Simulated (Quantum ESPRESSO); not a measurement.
AlN:

```xyz
2
Lattice="0.0000 2.1840 2.1840 2.1840 0.0000 2.1840 2.1840 2.1840 0.0000" Properties=species:S:1:pos:R:3 pbc="T T T"
Al    0.0000    0.0000    0.0000
N     1.0920    1.0920    1.0920
```

Measurements of this composition are mostly on another form, of space group No. 186.

Base run:

- Program: Quantum ESPRESSO 7.5
- Functional: LDA
- Potentials or basis: PseudoDojo 0.4.1 SR LDA standard
- Cutoff: 1143 eV
- Density cutoff: 4572 eV
- k mesh: 10 × 10 × 10
- Occupations: fermi-dirac, width 0.05 eV
- Spin: no spin polarisation

Its results: band gap on the k mesh 3.26 eV, indirect (least direct gap 4.24 eV); pressure -4.8 GPa.

Question: The run is repeated on the same cell with these changes: functional from LDA to PBE; potentials or basis from PseudoDojo 0.4.1 SR LDA standard to PseudoDojo 0.4.1 SR PBE standard. What comes out?

Answer: Band gap on the k mesh 3.32 eV, indirect (least direct gap 4.19 eV); pressure 4.5 GPa.
